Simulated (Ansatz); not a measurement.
# CrCuO2: how the settings move a single-point run

How sensitive is a single-point run of CrCuO2 to its settings? A reference run comes first, then one run with altered input.

Computed with Ansatz 0.2.0 (reference: DFT, PBEsol, PAW with Ansatz's default frozen-core files, scalar-relativistic, unless a step's input says otherwise).

## (1) The system as given

The structure is trigonal, space group R-3m (No. 166). The conventional cell has a = 3.032 Å, b = 3.032 Å, c = 17.435 Å, α = 90.00°, β = 90.00°, γ = 120.00°. Cr (site symmetry -3m) has 6 O at 2.03 Å as nearest neighbours. Cu (site symmetry -3m) has 2 O at 1.88 Å as nearest neighbours. Around O (site symmetry 3m) lie 1 Cu at 1.88 Å and 3 Cr at 2.03 Å.

As a file:

```cif
data_structure
_symmetry_space_group_name_H-M 'R-3m:H'
_symmetry_Int_Tables_number 166
_cell_length_a 3.0317
_cell_length_b 3.0317
_cell_length_c 17.4354
_cell_angle_alpha 90.000
_cell_angle_beta 90.000
_cell_angle_gamma 120.000
_cell_volume 138.78
loop_
_atom_site_label
_atom_site_type_symbol
_atom_site_symmetry_multiplicity
_atom_site_Wyckoff_symbol
_atom_site_fract_x
_atom_site_fract_y
_atom_site_fract_z
_atom_site_occupancy
Cr1 Cr 3 b 0.66667 0.33333 0.83333 1
Cu1 Cu 3 a 0.00000 0.00000 0.00000 1
O1 O 6 c 0.33333 0.66667 0.77459 1
```

## (2) Baseline

input.yaml reads:

```yaml
crystal:
  lattice:
    - [1.5158583831, 0.8751812455, 5.8117930878]
    - [-1.5158583831, 0.8751812455, 5.8117930878]
    - [0.0, -1.7503624911, 5.8117930878]
  atoms:
    - { symbol: Cr, position: [0.5, 0.5, 0.5] }
    - { symbol: Cu, position: [0.0, 0.0, 0.0] }
    - { symbol: O, position: [0.10792, 0.10792, 0.10792] }
    - { symbol: O, position: [0.89208, 0.89208, 0.89208] }
kpoints:
  mp_grid: { grid: [11, 11, 11] }
scf:
  occupations: { method: fermi_dirac, width: 0.08 }
  lower_state_search: "off"
hamiltonian:
  xc: pbesol
  pseudopotentials: { kind: paw }
output:
  forces: true
  stress: true
  eigenvalues: true
  write_density: true
  write_potential: true
  elf: true
  volumetric_format: npy
```

Started as:

```
ansatz run input.yaml --threads 2 --pin off --max-ram 6144MiB --backend cpu --events-out ev --progress --plain --runs-dir out
```

## (3) Variant: occupations.method methfessel_paxton, occupations.width 0.005, scf.algorithm direct_min

input.yaml: that of step 2 with these lines changed.

```diff
@@ -13,4 +13,5 @@
 scf:
-  occupations: { method: fermi_dirac, width: 0.08 }
+  occupations: { method: methfessel_paxton, width: 0.005 }
   lower_state_search: "off"
+  algorithm: direct_min
 hamiltonian:
@@ -22,5 +23 @@
   eigenvalues: true
-  write_density: true
-  write_potential: true
-  elf: true
-  volumetric_format: npy
```

What does the calculation give? Wanted: for each run, ending; energy change; pressure; gap; force.

The runs gave:

| run | ending | energy change | pressure (GPa) | gap (eV) | force (eV/Å) | cycles | time |
| --- | --- | --- | --- | --- | --- | --- | --- |
| reference | converged | 0 | -19.4 | 0.00 | 0.09 | 9 | 11 s |
| 1: occupations.method methfessel_paxton, occupations.width 0.005, scf.algorithm direct_min | converged | -0.4 meV/atom (σ→0) | -19.8 | 0.00 | 0.18 | 8 | 48 s |

Times don't compare one to one where runs were asked for different outputs or read a saved state (see the inputs); cycles may leave out searches for a lower state.

Residual by cycle in the longest SCF loop of each run; runs are numbered as in the table. The quantity is the density residual dr2, in eV.

| cycle | reference | run 1 |
| --- | --- | --- |
| 1 | 0.0947 | 0.11 |
| 2 | 0.272 | 0.11 |
| 3 | 0.0207 | 0.00177 |
| 4 | 3.5e-4 | 2.9e-6 |
| 5 | 9.0e-5 | 1.9e-8 |
| 6 | 4.3e-5 | 9.2e-8 |
| 7 | 4.0e-6 | 1.6e-7 |
| 8 | 2.9e-7 | 3.0e-9 |
| 9 | 1.8e-9 | - |

**Reading.** Changing the smearing and solver moves the energy by -0.4 meV/atom (σ→0 values), and the pressure goes from -19.4 to -19.8 GPa and the largest force goes from 0.09 to 0.18 eV/Å. The structure is not at rest: the sound run finds -19 GPa, so these are no properties of the relaxed crystal. The reference has no spin polarisation; with Cr and Cu present, a magnetic state may lie lower.
